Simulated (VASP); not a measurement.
The system is Nd.

```xyz
2
Lattice="3.6570 0.0000 0.0000 -1.8285 3.1671 0.0000 0.0000 0.0000 5.9020" Properties=species:S:1:pos:R:3 pbc="T T T"
Nd    1.8285    1.0557    4.4265
Nd    0.0000    2.1114    1.4755
```

This isn't the form of Nd at room conditions, which is double hcp.

Base run:

```yaml
Program: VASP 6.6.1
Functional: PBE
Potentials_or_basis: VASP PAW PBE potentials, release 64 (Nd)
Cutoff: 520 eV
k_mesh: 8 × 8 × 5
Occupations: fermi-dirac, width 0.05 eV
Spin: collinear spin, ferromagnetic start
Starting_moments: "[3.0, 3.0] μB"
```

Its results: band gap on the k mesh none (metal or under the smearing width); pressure 0.4 GPa; net moment 8.23 μB per cell; site moments Nd +3.36 μB.

The run is repeated on the same cell with these changes: functional from PBE to LDA; cutoff from 520 eV to 500 eV; occupations from fermi-dirac, width 0.05 eV to gaussian, width 0.1 eV. What comes out?

Band gap on the k mesh none (metal or under the smearing width); pressure -5.5 GPa; net moment 8.04 μB per cell; site moments Nd +3.35 μB.

Caveats: the magnetic or orbital state may not be the lowest; spin-orbit coupling is left out, which moves the levels of the heavy elements; the PAW data sets were made with another functional, which shifts forces and pressure a little (some runs).

Not every run made on this cell is shown here.
